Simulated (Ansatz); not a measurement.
Input and command of a plane-wave DFT calculation in Ansatz:

```yaml
crystal:
  lattice:
    - [5.5717019525, 0.0, 0.0]
    - [-2.7858509763, 4.8252354332, 0.0]
    - [0.0, 0.0, 4.458449073]
  atoms:
    - { symbol: Ti, position: [0.3436961574, 0.1718480787, 0.75] }
    - { symbol: Ti, position: [0.8281519213, 0.1718480787, 0.75] }
    - { symbol: Ti, position: [0.8281519213, 0.6563038426, 0.75] }
    - { symbol: Ti, position: [0.6563038426, 0.8281519213, 0.25] }
    - { symbol: Ti, position: [0.1718480787, 0.8281519213, 0.25] }
    - { symbol: Ti, position: [0.1718480787, 0.3436961574, 0.25] }
    - { symbol: Si, position: [0.3333333333, 0.6666666667, 0.75] }
    - { symbol: Si, position: [0.6666666667, 0.3333333333, 0.25] }
basis:
  ecutwfc: 500
kpoints:
  mp_grid: { grid: [6, 6, 8] }
hamiltonian:
  xc: r2scan
scf:
  occupations: { method: gaussian, width: 0.1 }
output:
  forces: true
  stress: true
  eigenvalues: true
  write_density: true
  write_potential: true
  elf: true
  volumetric_format: npy
relax:
  adjacent_minimum: "off"
  f_tol: 0.01
  max_steps: 30
  cell: { stress_tol: 0.1, fix: [volume] }
```

```bash
ansatz run input.yaml --threads 2 --pin off --max-ram 5120MiB --backend cpu --events-out ev --progress --plain --runs-dir out
```

Processor: AMD EPYC 7R43 64-Core Processor (Zen 3), 2 threads, on a host shared with other jobs.

Question: Estimate time, memory and problem size.

Answer: About 20 s on 2 threads of AMD EPYC 7R43 64-Core Processor (Zen 3), with other jobs on the host, peak memory 0.89 GiB. It solves 48 bands at 35 k points (the mesh reduced by symmetry) with about 2999 plane waves, in 11 SCF iterations over 2 ionic steps.
